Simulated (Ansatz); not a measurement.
WSe₂: one atom moved along a line

Method: DFT PBEsol, scalar-relativistic, plane waves, PAW (Ansatz). Cutoff 420 eV, Γ-centred 12×12×2 k-points, Gaussian smearing of 0.05 eV. Spin–orbit coupling is left out, which matters for the heavy elements here. No spin polarisation. Energies are free energies at this smearing, counted from the undisturbed cell; pressure is positive in compression.

The undisturbed cell (as given, not relaxed at this level; it stands at -1.2 GPa):

```xyz
6
Lattice="3.2900 0.0000 0.0000 -1.6450 2.8492 0.0000 0.0000 0.0000 12.9700" Properties=species:S:1:pos:R:3 pbc="T T T"
W     0.0000    1.8995    3.2425
W     1.6450    0.9497    9.7275
Se    0.0000    1.8995    8.0544
Se    1.6450    0.9497    1.5694
Se    0.0000    1.8995   11.4006
Se    1.6450    0.9497    4.9156
```

The cell holds layers and no dispersion correction was added, so their binding is poorly described.

Atom 3 (Se) is moved by x along the Cartesian unit vector (0.707, -0.707, 0.000); the cell and all other atoms stay fixed.

| x (Å) | ΔE (meV/cell) | force along x on the moved atoms (eV/Å) | pressure (GPa) | gap on the mesh (eV) |
| --- | --- | --- | --- | --- |
| -0.4500 | 756.8 | 3.00 | 0.9 | 0.85 |
| -0.3600 | 504.7 | 2.59 | 0.2 | 0.87 |
| -0.2700 | 294.6 | 2.07 | -0.4 | 0.89 |
| -0.1800 | 135.4 | 1.46 | -0.8 | 0.90 |
| -0.0900 | 34.9 | 0.76 | -1.1 | 0.92 |
| 0.0000 | 0.0 | 0.00 | -1.2 | 0.94 |
| 0.1800 | 151.3 | -1.72 | -0.8 | 0.90 |
| 0.2700 | 347.8 | -2.66 | -0.2 | 0.89 |
| 0.3600 | 630.1 | -3.62 | 0.7 | 0.88 |
| 0.4500 | 999.7 | -4.59 | 1.9 | 0.89 |

Cost: 10 runs of about 12 core-minutes in all, on Arm Neoverse V2 (shared hosts).